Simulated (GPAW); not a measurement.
Runs of GPAW 26.7.0 on FeO (Wuestite). The structure is cubic, space group Fm-3m (No. 225). The conventional cell has a = 4.311 Å, b = 4.311 Å, c = 4.311 Å, α = 90.00°, β = 90.00°, γ = 90.00°. Around Fe (site symmetry m-3m) lie 6 O at 2.16 Å. O (site symmetry m-3m) has 6 Fe at 2.16 Å as nearest neighbours. 

```csv
task,level,potentials or basis,U,band path,band points,older calculator (legacy_gpaw),pressure (GPa),moment (μB)
band structure,PBEint,"PAW data sets generated in the run's folder for this functional, pw",-,"GXWKGLUWLK,UX",100,-,-4.0,4.00
band structure,r2SCAN,"GPAW PAW data sets (gpaw-data 1.2.1), pw",-,"GXWKGLUWLK,UX",60,-,(a),4.00
band structure,PBE+U,"GPAW PAW data sets (gpaw-data 1.2.1), pw",Fe d U = 4 eV,"GXWKGLUWLK,UX",80,-,2.2,4.00
band structure,SOGGA,"PAW data sets generated in the run's folder for this functional, pw",-,"GXWKGLUWLK,UX",60,-,-7.4,4.00
```

Alike in all rows: spin collinear, ferromagnetic start; cell as given; k mesh 9 × 9 × 9; cutoff (eV) 800; smearing fermi-dirac 0.05 eV.

Question: Fill in the values left out.

Answer: (a) -4.8.

Caveats: a cell with one magnetic atom can't hold antiferromagnetic order, which such compounds often take; the PAW data sets were made with another functional, which shifts forces and pressure a little (some runs).
